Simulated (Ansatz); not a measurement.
# Ge (P4_32_12) in Ansatz: a series of runs

One crystal, Ge, is run at these levels: LDA, PBE, PBEsol, RPBE, revPBE; tasks: relaxation of cell and atoms.

Program: Ansatz 0.2.0. These are calculated values, not measurements. Logs are shortened: lines on timing, memory, paths and dates and some standing lists are left out, and cuts for length are marked.

## (1) The crystal as given

It takes space group P4_32_12 (No. 96, tetragonal). The conventional cell has a = 5.930 Å, b = 5.930 Å, c = 6.980 Å, α = 90.00°, β = 90.00°, γ = 90.00°. Ge (site symmetry 1) is surrounded by 4 Ge at 2.44 to 2.55 Å. Around Ge (site symmetry 2) lie 4 Ge at 2.44 to 2.55 Å.

This isn't the form of Ge at room conditions, which is diamond.

## (2) Relaxation of cell and atoms, LDA

Input file input.yaml:

```yaml
crystal:
  lattice:
    - [5.93, 0.0, 0.0]
    - [0.0, 5.93, 0.0]
    - [0.0, 0.0, 6.98]
  atoms:
    - { symbol: Ge, position: [0.375, 0.1667, 0.75] }
    - { symbol: Ge, position: [0.3333, 0.875, 0.5] }
    - { symbol: Ge, position: [0.625, 0.8333, 0.25] }
    - { symbol: Ge, position: [0.6667, 0.125, 0.0] }
    - { symbol: Ge, position: [0.875, 0.3333, 0.5] }
    - { symbol: Ge, position: [0.8333, 0.625, 0.75] }
    - { symbol: Ge, position: [0.125, 0.6667, 0.0] }
    - { symbol: Ge, position: [0.1667, 0.375, 0.25] }
    - { symbol: Ge, position: [0.575, 0.425, 0.25] }
    - { symbol: Ge, position: [0.925, 0.925, 0.5] }
    - { symbol: Ge, position: [0.425, 0.575, 0.75] }
    - { symbol: Ge, position: [0.075, 0.075, 0.0] }
hamiltonian:
  xc: lda
  pseudopotentials: { kind: paw }
kpoints:
  mp_grid: { grid: [5, 5, 4] }
scf:
  occupations: { method: fermi_dirac, width: 0.05 }
output:
  forces: true
  stress: true
  eigenvalues: true
relax:
  f_tol: 0.01
  max_steps: 40
  cell: { stress_tol: 0.05 }
```

Potentials or basis: Ansatz PAW.

Launch:

```sh
> ansatz run input.yaml --threads 4 --pin off --max-ram 11264MiB --backend cpu --events-out ev --progress --plain --runs-dir out
```

Standard output:

```text
Warning: RAYON_NUM_THREADS=4 ignored (pool sized by the plan → 4); use --threads N
Engine: ansatz 0.2.0, aarch64-unknown-linux-gnu
Pseudopotentials: kind: paw
Pseudopotential: Ge, paw, valence charge 14, recommended cutoff 420 eV (normal), Ge.paw.azcp
Functional definition: SPW92
  exchange = slater_x
  correlation = pw_c
Crystal: 12 atoms, lattice volume = 245.451 Å³
Basis set: ecut = 420 eV, 4783 PW (Γ)
Bands: 101, of which v1, the nominal top of the filled ones, is band 84 counted from 1 (83 counted from 0)
Symmetry: 8 space group operations
Space group: P43212 (ITA 96), of the structure as read, at distance tolerance 6.3e-5 Å
k-points: 18 of 100 (time reversal used)
Non-local potential: Ge, projectors of the file, l = 0: 2, l = 1: 2, l = 2: 3, l = 3: 1
PAW form: soft (Blöchl's): semilocal exchange-correlation on the pseudo side does not see the compensation charge
PAW frozen core: Ge, regenerated for the run's functional, and the local potential with it (the file was generated under x = pbe(κ = 0.804, μ = 0.2195149727645171), c = pbe(β = 0.06672455060314922))
PAW one-centre angular grid: Ge, 590 points (default); XC on 64 Gauss nodes
Initial density: superposition of atomic densities (neutral atoms: chi_scale 0, normalization atom), corrected by the library's trained network
Initial wavefunctions: pseudopotential atomic-orbital guess
Functional: x = slater, c = lda
SCF iter   1: F=—  HF=-50587.028097 eV  |F-HF|=—  |Δ(HF+E_count)|=         —  Δρ=4.38e-3  dr2=2.61e-2  ethr=1.77e-3  ⟨swp⟩=5.9  Hψ=6442  notcnv=0  defer=7
preconditioner: auto → Resta (q_TF=auto, 2.561 Å⁻¹)  ε∞=2.9  [insulator: Δε(μ)=0.615 eV  Ē_g=22.423 eV  σ=0.050 eV  W_gap=1.00  n_scr=80 (ndim 8)  ℏωp=30.7 eV  f_vac=0.000  D(μ)=0.02/eV (n_scr^D=0)  ε∞_Penn≈2.9]
SCF iter   2: F=—  HF=-50587.010448 eV  |F-HF|=—  |Δ(HF+E_count)|=   1.76e-2  Δρ=2.40e-3  dr2=8.59e-3  ethr=1.56e-5  ⟨swp⟩=2.0  Hψ=3234  notcnv=0  defer=37
SCF iter   3: F=—  HF=-50587.007244 eV  |F-HF|=—  |Δ(HF+E_count)|=   3.20e-3  Δρ=2.59e-4  dr2=1.68e-4  ethr=5.11e-6  ⟨swp⟩=3.0  Hψ=3216  notcnv=0  defer=37
SCF iter   4: F=—  HF=-50587.007210 eV  |F-HF|=—  |Δ(HF+E_count)|=   3.37e-5  Δρ=1.43e-4  dr2=2.23e-5  ethr=1.00e-7  ⟨swp⟩=2.0  Hψ=3193  notcnv=0  defer=37
SCF iter   5: F=—  HF=-50587.007155 eV  |F-HF|=—  |Δ(HF+E_count)|=   5.54e-5  Δρ=1.65e-5  dr2=5.10e-7  ethr=1.33e-8  ⟨swp⟩=2.0  Hψ=3193  notcnv=0  defer=37
SCF iter   6: F=—  HF=-50587.007155 eV  |F-HF|=—  |Δ(HF+E_count)|=   1.72e-7  Δρ=7.24e-6  dr2=9.92e-8  ethr=5.95e-11  ⟨swp⟩=8.1  Hψ=7206  notcnv=0
SCF iter   7: F=-50587.007155 eV  HF=-50587.007155 eV  |F-HF|=5.29e-8  |Δ(HF+E_count)|=   2.23e-8  Δρ=4.92e-6  dr2=2.72e-8  ethr=5.90e-11  ⟨swp⟩=4.0  Hψ=5453  notcnv=0
SCF 1 converged in 7 iterations: F = -50587.007155 eV  dr2 = 2.72e-8
[... 66 lines left out ...]
  E_aug_tail   = 0.003616  (compensation charges beyond the density's cutoff)
  E_ewald      = -17343.832224
  E_core_change = 22.899915  (= ΣΔE_core)
  E_smearing   = -0.000210  (= −TS)
  E_closure    = -0.000000  (closes the sum)
  Σ components = -50587.210609   (vs F -50587.210609, Δ=0.00e0)
--- Forces (eV/Å), atoms counted from 1 ---
  atom   1  Ge    -0.00428336     0.00102782    -0.00177048
  atom   2  Ge    -0.00102782    -0.00428336    -0.00177048
  atom   3  Ge     0.00428336    -0.00102782    -0.00177048
  atom   4  Ge     0.00102782     0.00428336    -0.00177048
  atom   5  Ge    -0.00428336    -0.00102782     0.00177048
  atom   6  Ge    -0.00102782     0.00428336     0.00177048
  atom   7  Ge     0.00428336     0.00102782     0.00177048
  atom   8  Ge     0.00102782    -0.00428336     0.00177048
  atom   9  Ge     0.00065827    -0.00065827    -0.00000000
  atom  10  Ge    -0.00065827    -0.00065827    -0.00000000
  atom  11  Ge    -0.00065827     0.00065827     0.00000000
  atom  12  Ge     0.00065827     0.00065827    -0.00000000
  max |Σ_I F_I| component: 1.34e-16 eV/Å
--- Stress (GPa, compression-positive) ---
       -0.001708      -0.000000       0.000000
       -0.000000      -0.001708      -0.000000
        0.000000      -0.000000       0.005684
  P = ⅓ Tr σ = 0.0008 GPa (0.008 kbar)
--- Band table (eV; the first three rows and the last of 18) ---
  k-point 0: bands = ["-15.0861", "-15.0552", "-15.0552", "-15.0328", "-15.0328", "-15.0316", "-15.0290", "-15.0104", "-15.0094", "-15.0094", "-15.0025", "-15.0023", "-15.0004", "-14.9763", "-14.9596", "-14.9586", "-14.9586", "-14.9329", "-14.9304", "-14.9304", "-14.9218", "-14.9218", "-14.9212", "-14.9178", "-14.8977", "-14.8890", "-14.8890", "-14.8863", "-14.8774", "-14.8599", "-14.8599", "-14.8538", "-14.8483", "-14.8380", "-14.8380", "-14.8351", "-14.8236", "-14.8236", "-14.8194", "-14.8171", "-14.8162", "-14.7937", "-14.7937", "-14.7929", "-14.7708", "-14.7708", "-14.7589", "-14.7589", "-14.7506", "-14.7447", "-14.7371", "-14.7273", "-14.7207", "-14.7207", "-14.7183", "-14.7117", "-14.7094", "-14.6750", "-14.6750", "-14.6607", "-3.3879", "-0.8418", "-0.8418", "0.0447", "0.5983", "0.5983", "0.6703", "2.9767", "3.4547", "3.4547", "3.5883", "4.0110", "5.3590", "5.6316", "5.6316", "5.9224", "6.1555", "6.4413", "6.4413", "7.6040", "8.3082", "8.3630", "8.3630", "9.1689", "10.8150", "11.0518", "11.0518", "11.9028", "12.7454", "13.0711", "13.2099", "13.7589", "13.7618", "13.7618", "14.3107", "14.3107", "15.5269", "15.5309", "15.9886", "15.9886", "16.1401"]
  k-point 1: bands = ["-15.0854", "-15.0703", "-15.0405", "-15.0313", "-15.0308", "-15.0300", "-15.0288", "-15.0164", "-15.0146", "-15.0108", "-15.0084", "-15.0078", "-14.9805", "-14.9693", "-14.9569", "-14.9566", "-14.9543", "-14.9401", "-14.9332", "-14.9317", "-14.9226", "-14.9186", "-14.9178", "-14.9177", "-14.9031", "-14.9011", "-14.8889", "-14.8826", "-14.8695", "-14.8695", "-14.8644", "-14.8536", "-14.8511", "-14.8406", "-14.8368", "-14.8327", "-14.8247", "-14.8222", "-14.8174", "-14.8165", "-14.8098", "-14.7988", "-14.7926", "-14.7891", "-14.7751", "-14.7613", "-14.7603", "-14.7548", "-14.7517", "-14.7483", "-14.7434", "-14.7306", "-14.7218", "-14.7213", "-14.7168", "-14.7094", "-14.7015", "-14.6816", "-14.6697", "-14.6623", "-3.2129", "-1.8701", "0.0841", "0.1039", "0.3029", "0.7402", "1.2193", "2.3473", "2.9515", "3.6982", "3.8673", "3.8946", "4.7998", "5.0344", "6.2260", "6.4551", "6.8356", "7.0104", "7.0319", "7.2394", "7.8619", "8.2888", "8.4279", "8.4621", "11.2904", "11.4040", "11.5568", "11.9121", "11.9160", "12.1238", "12.1506", "12.6027", "13.6189", "14.1689", "14.9786", "15.1422", "15.4536", "15.7831", "15.7932", "15.8326", "15.8644"]
  k-point 2: bands = ["-15.0810", "-15.0810", "-15.0312", "-15.0312", "-15.0288", "-15.0288", "-15.0251", "-15.0251", "-15.0145", "-15.0145", "-15.0115", "-15.0115", "-14.9620", "-14.9620", "-14.9552", "-14.9552", "-14.9484", "-14.9484", "-14.9393", "-14.9393", "-14.9231", "-14.9231", "-14.9132", "-14.9132", "-14.9021", "-14.9021", "-14.8877", "-14.8877", "-14.8771", "-14.8771", "-14.8538", "-14.8538", "-14.8502", "-14.8502", "-14.8370", "-14.8370", "-14.8204", "-14.8204", "-14.8160", "-14.8160", "-14.8023", "-14.8023", "-14.7916", "-14.7916", "-14.7638", "-14.7638", "-14.7574", "-14.7574", "-14.7529", "-14.7529", "-14.7409", "-14.7409", "-14.7206", "-14.7206", "-14.7117", "-14.7117", "-14.6903", "-14.6903", "-14.6657", "-14.6657", "-2.6959", "-2.6959", "0.1727", "0.1727", "0.6946", "0.6946", "1.7212", "1.7212", "3.2039", "3.2039", "3.8170", "3.8170", "4.7826", "4.7826", "6.4474", "6.4474", "7.3034", "7.3034", "7.3977", "7.3977", "8.1697", "8.1697", "8.6268", "8.6268", "10.1960", "10.1960", "10.8617", "10.8617", "12.9072", "12.9072", "12.9219", "12.9219", "14.0859", "14.0859", "14.1412", "14.1412", "15.1399", "15.1399", "15.1792", "15.1792", "16.7189"]
  k-point 17: bands = ["-15.0631", "-15.0631", "-15.0592", "-15.0592", "-15.0244", "-15.0244", "-15.0212", "-15.0212", "-14.9956", "-14.9956", "-14.9897", "-14.9897", "-14.9816", "-14.9816", "-14.9594", "-14.9594", "-14.9432", "-14.9432", "-14.9311", "-14.9311", "-14.9210", "-14.9210", "-14.9093", "-14.9093", "-14.8973", "-14.8973", "-14.8905", "-14.8905", "-14.8706", "-14.8706", "-14.8634", "-14.8634", "-14.8430", "-14.8430", "-14.8356", "-14.8356", "-14.8135", "-14.8135", "-14.8078", "-14.8078", "-14.7984", "-14.7984", "-14.7901", "-14.7901", "-14.7793", "-14.7793", "-14.7668", "-14.7668", "-14.7448", "-14.7448", "-14.7434", "-14.7434", "-14.7254", "-14.7254", "-14.7233", "-14.7233", "-14.6998", "-14.6998", "-14.6837", "-14.6837", "-1.5701", "-1.5701", "-0.9785", "-0.9785", "-0.1531", "-0.1531", "0.3656", "0.3656", "4.3907", "4.3907", "4.8348", "4.8348", "6.4841", "6.4841", "6.8901", "6.8901", "7.3028", "7.3028", "7.7239", "7.7239", "8.1879", "8.1879", "8.6060", "8.6060", "10.6681", "10.6681", "11.0107", "11.0107", "11.6618", "11.6618", "12.1000", "12.1000", "12.7727", "12.7727", "13.3742", "13.3742", "14.3800", "14.3800", "14.9080", "14.9080", "15.8472"]
--- Relaxed structure (4 steps of the walk, 4 accepted, 1 SCFs on fresh bases) ---
  F+E_penalty+E_count = -50587.21060909 eV   max|allowed force component| = 4.283e-3 eV/Å   (the final SCF, on the basis selected at the relaxed cell)
  cell:  # Å, volume = 238.4544 Å³
    - [5.878869143812993, -2.6106926244519052e-33, 3.31730513966821e-18]
    - [-4.0243427791769536e-33, 5.878869143812993, -1.1172396384117322e-33]
    - [3.904686319542011e-18, -1.3150645322283122e-33, 6.899503229640192]
  atoms:
    - { symbol: Ge, position: [0.3701701800807794, 0.17200202907057563, 0.7439090915409295] }
    - { symbol: Ge, position: [0.32799797092942434, 0.8701701800807794, 0.49390909154092955] }
    - { symbol: Ge, position: [0.6298298199192206, 0.8279979709294243, 0.24390909154092952] }
    - { symbol: Ge, position: [0.6720020290705757, 0.1298298199192206, -0.0060909084590704205] }
    - { symbol: Ge, position: [0.8701701800807794, 0.32799797092942434, 0.5060909084590703] }
    - { symbol: Ge, position: [0.8279979709294243, 0.6298298199192206, 0.7560909084590703] }
    - { symbol: Ge, position: [0.1298298199192206, 0.6720020290705757, 0.006090908459070421] }
    - { symbol: Ge, position: [0.17200202907057563, 0.3701701800807794, 0.25609090845907045] }
    - { symbol: Ge, position: [0.5881886052119306, 0.4118113947880693, 0.24999999999999997] }
    - { symbol: Ge, position: [0.911811394788069, 0.911811394788069, 0.49999999999999994] }
    - { symbol: Ge, position: [0.4118113947880693, 0.5881886052119306, 0.7499999999999999] }
    - { symbol: Ge, position: [0.0881886052119308, 0.08818860521193077, -4.352552579210931e-19] }
```

It took 69 s on 4 threads of Arm Neoverse V1, shared host; peak memory 0.92 GiB.

Results:

```
Free energy                            : -50587.2106 eV
Relaxed volume                         : 19.87 Å³/atom
Relaxed cell                           : a = 5.879 Å, b = 5.879 Å, c = 6.900 Å, α = 90.00°, β = 90.00°, γ = 90.00°
Space group after relaxing (to 0.05 Å) : P4_32_12 (No. 96)
Energy gained by relaxing              : 17.0 meV/atom
Ionic steps                            : 5
Pressure after relaxing                : 0.0 GPa
Largest force after relaxing           : 0.005 eV/Å
Band gap on the k mesh                 : 0.66 eV, indirect (least direct gap 0.75 eV)
```

Forces on the atoms (eV/Å):
```
Ge  -0.004  0.001 -0.002
Ge  -0.001 -0.004 -0.002
Ge   0.004 -0.001 -0.002
Ge   0.001  0.004 -0.002
Ge  -0.004 -0.001  0.002
Ge  -0.001  0.004  0.002
Ge   0.004  0.001  0.002
Ge   0.001 -0.004  0.002
Ge   0.001 -0.001  0.000
Ge  -0.001 -0.001  0.000
Ge  -0.001  0.001  0.000
Ge   0.001  0.001  0.000
```

The path:
| step | energy change (eV) | largest force (eV/Å) | volume (Å³) |
| --- | --- | --- | --- |
| 1 | 0.0000 | 0.8199 | 245.45 |
| 2 | -0.1835 | 0.1003 | 236.04 |
| 3 | -0.2042 | 0.0278 | 238.45 |
| 4 | -0.2048 | 0.0048 | 238.45 |
| 5 | -0.2035 | 0.0047 | 238.45 |

Final structure:
```cif
data_structure
_symmetry_space_group_name_H-M 'P 1'
_symmetry_Int_Tables_number 1
_cell_length_a 5.8789
_cell_length_b 5.8789
_cell_length_c 6.8995
_cell_angle_alpha 90.000
_cell_angle_beta 90.000
_cell_angle_gamma 90.000
_cell_volume 238.45
loop_
_atom_site_label
_atom_site_type_symbol
_atom_site_fract_x
_atom_site_fract_y
_atom_site_fract_z
_atom_site_occupancy
Ge1 Ge 0.37017 0.17200 0.74391 1
Ge2 Ge 0.32800 0.87017 0.49391 1
Ge3 Ge 0.62983 0.82800 0.24391 1
Ge4 Ge 0.67200 0.12983 0.99391 1
Ge5 Ge 0.87017 0.32800 0.50609 1
Ge6 Ge 0.82800 0.62983 0.75609 1
Ge7 Ge 0.12983 0.67200 0.00609 1
Ge8 Ge 0.17200 0.37017 0.25609 1
Ge9 Ge 0.58819 0.41181 0.25000 1
Ge10 Ge 0.91181 0.91181 0.50000 1
Ge11 Ge 0.41181 0.58819 0.75000 1
Ge12 Ge 0.08819 0.08819 0.00000 1
```

Levels at points of the mesh, in eV from the valence-band top:
```
            k point  band 81  band 82  band 83  band 84  band 85  band 86  band 87  band 88
 (0.00, 0.00, 0.00)    -1.04    -0.98    -0.98    -0.18     1.47     1.70     1.70     2.56
(0.00, 0.00, -0.50)    -1.18    -1.18    -0.72    -0.72     0.85     0.85     1.51     1.51
```

Caveat: odd divisions of the mesh miss points on the zone boundary, where band edges often lie, so the gap on the mesh can be too wide; the plane-wave basis is chosen anew once the cell has moved, so the energies of steps on either side of that aren't comparable; the PAW data sets come from PBE, with cores solved anew for the run's functional, which leaves a small shift of forces and pressure.

## (3) Relaxation of cell and atoms, PBE

Edit input.yaml of step 2 so:

```diff
@@ -19,3 +19,3 @@
 hamiltonian:
-  xc: lda
+  xc: pbe
   pseudopotentials: { kind: paw }
```

Potentials or basis: Ansatz PAW.

Launch:

```sh
> ansatz run input.yaml --threads 4 --pin off --max-ram 11264MiB --backend cpu --events-out ev --progress --plain --runs-dir out
```

It took 93 s on 4 threads of Arm Neoverse V1, shared host; peak memory 0.99 GiB.

Results (log left out):

```yaml
Free_energy: -51538.0529 eV
Relaxed_volume: 21.53 Å³/atom
Relaxed_cell: a = 6.022 Å, b = 6.022 Å, c = 7.123 Å, α = 90.00°, β = 90.00°, γ = 90.00°
Space_group_after_relaxing_to_0.05_Å: P4_32_12 (No. 96)
Energy_gained_by_relaxing: 27.5 meV/atom
Ionic_steps: 6
Pressure_after_relaxing: 0.0 GPa
Band_gap_on_the_k_mesh: 0.60 eV, indirect (least direct gap 0.61 eV)
```

Step by step:
```
step  energy change (eV)  largest force (eV/Å)  volume (Å³)
   1              0.0000                0.8874       245.45
   2             -0.3012                0.1086       258.55
   3             -0.3250                0.0323       258.89
   4             -0.3277                0.0118       258.25
   5             -0.3277                0.0017       258.33
   6             -0.3301                0.0018       258.33
```

Final structure:
```cif
data_structure
_symmetry_space_group_name_H-M 'P 1'
_symmetry_Int_Tables_number 1
_cell_length_a 6.0222
_cell_length_b 6.0222
_cell_length_c 7.1229
_cell_angle_alpha 90.000
_cell_angle_beta 90.000
_cell_angle_gamma 90.000
_cell_volume 258.33
loop_
_atom_site_label
_atom_site_type_symbol
_atom_site_fract_x
_atom_site_fract_y
_atom_site_fract_z
_atom_site_occupancy
Ge1 Ge 0.37027 0.17058 0.74805 1
Ge2 Ge 0.32942 0.87027 0.49805 1
Ge3 Ge 0.62973 0.82942 0.24805 1
Ge4 Ge 0.67058 0.12973 0.99805 1
Ge5 Ge 0.87027 0.32942 0.50195 1
Ge6 Ge 0.82942 0.62973 0.75195 1
Ge7 Ge 0.12973 0.67058 0.00195 1
Ge8 Ge 0.17058 0.37027 0.25195 1
Ge9 Ge 0.58671 0.41329 0.25000 1
Ge10 Ge 0.91329 0.91329 0.50000 1
Ge11 Ge 0.41329 0.58671 0.75000 1
Ge12 Ge 0.08671 0.08671 0.00000 1
```

Levels at points of the mesh, in eV from the valence-band top:
```
            k point  band 80  band 81  band 82  band 83  band 84  band 85  band 86  band 87  band 88  band 89
 (0.00, 0.00, 0.00)    -1.62    -0.89    -0.84    -0.84    -0.15     1.49     1.69     1.69     2.63     3.39
(0.00, 0.00, -0.50)    -1.72    -1.04    -1.04    -0.62    -0.62     0.86     0.86     1.66     1.66     3.33
```

Caveat: odd divisions of the mesh miss points on the zone boundary, where band edges often lie, so the gap on the mesh can be too wide; the plane-wave basis is chosen anew once the cell has moved, so the energies of steps on either side of that aren't comparable.

(Part 1 of 3 ends here.)
